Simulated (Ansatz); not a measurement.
# ZnO: the cost of one run

Program: Ansatz 0.2.0. Level of theory: DFT PBE, scalar-relativistic, plane waves, PAW. These are calculated values, not measurements.

2 further runs of the same task are left out: 2 set aside as unsound or not needed.

## 1. Starting point

The structure is hexagonal, space group P6_3mc (No. 186). The conventional cell has a = 3.279 Å, b = 3.279 Å, c = 5.293 Å, α = 90.00°, β = 90.00°, γ = 120.00°. Zn (site symmetry 3m) has 4 O at 2.00 to 2.01 Å as nearest neighbours. O (site symmetry 3m) is surrounded by 4 Zn at 2.00 to 2.01 Å.

As a file:

```cif
data_structure
_symmetry_space_group_name_H-M 'P 1'
_symmetry_Int_Tables_number 1
_cell_length_a 3.2794
_cell_length_b 3.2794
_cell_length_c 5.2932
_cell_angle_alpha 90.000
_cell_angle_beta 90.000
_cell_angle_gamma 120.000
_cell_volume 49.30
loop_
_atom_site_label
_atom_site_type_symbol
_atom_site_fract_x
_atom_site_fract_y
_atom_site_fract_z
_atom_site_occupancy
Zn1 Zn 0.66667 0.33333 0.50060 1
Zn2 Zn 0.33333 0.66667 0.00060 1
O1 O 0.66667 0.33333 0.87971 1
O2 O 0.33333 0.66667 0.37971 1
```

It goes back to an entry of the Materials Project.

This cell was relaxed beforehand with the same method: volume 12.32 Å³/atom, gap on the mesh 0.74 eV.

## 2. The unstrained reference

input.yaml reads:

```yaml
crystal:
  lattice:
    - [3.2793907594, 0.0, 0.0]
    - [-1.6396953797, 2.8400357065, 0.0]
    - [0.0, 0.0, 5.2932331648]
  atoms:
    - { symbol: Zn, position: [0.6666666667, 0.3333333333, 0.5006044108] }
    - { symbol: Zn, position: [0.3333333333, 0.6666666667, 0.0006044108] }
    - { symbol: O, position: [0.6666666667, 0.3333333333, 0.8797055892] }
    - { symbol: O, position: [0.3333333333, 0.6666666667, 0.3797055892] }
basis:
  ecutwfc: 420
kpoints:
  mp_grid: { grid: [12, 12, 6] }
hamiltonian:
  xc: pbe
scf:
  occupations: { method: gaussian, width: 0.02 }
output:
  forces: true
  stress: true
  eigenvalues: true
```

The run is started by

```sh
ansatz run input.yaml --threads 1 --pin off --max-ram 2560MiB --backend cpu --events-out ev --progress --plain --runs-dir out
```

**Question.** How long does this run take on 1 thread of Arm Neoverse V1, shared host, and how much memory does it need?

About 8.1 s, with a peak of 0.36 GiB.
